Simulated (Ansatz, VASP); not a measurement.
Two plane-wave programs on MgS (Niningerite)

```
S Mg
1.0
     0.00000    2.60165    2.60165
     2.60165    0.00000    2.60165
     2.60165    2.60165    0.00000
S Mg
1 1
Direct
  0.50000 0.50000 0.50000
  0.00000 0.00000 0.00000
```

Alike in both runs: functional LDA; k mesh 9 × 9 × 9; occupations fermi-dirac, width 0.05 eV; no spin polarisation.

|  | VASP | Ansatz |
| --- | --- | --- |
| version | VASP 6.6.1 | Ansatz 0.2.0 |
| potentials or method | VASP PAW LDA potentials, release 64 (S, Mg) | Ansatz PAW |
| plane-wave cutoff (eV) | 520 | 420 |
| valence electrons in the cell | 8 | 16 |
| task | single point | band structure |

```csv
,VASP,Ansatz,Ansatz less VASP
gap on the k mesh at the Fermi level (eV),2.69,2.69,+0.002
least direct gap on the mesh (eV),3.49,3.48,-0.011
pressure (GPa),-3.9,-3.3,+0.57
```

The two sets of potentials don't hold the same shells in valence.

Caveats: an odd mesh through Γ misses points on the zone boundary, where band edges often lie (VASP); the k mesh misses the band edges, so the gap on the mesh is wider than the one along the path (Ansatz); the PAW data sets come from PBE, with cores solved anew for the run's functional, which leaves a small shift of forces and pressure (Ansatz).
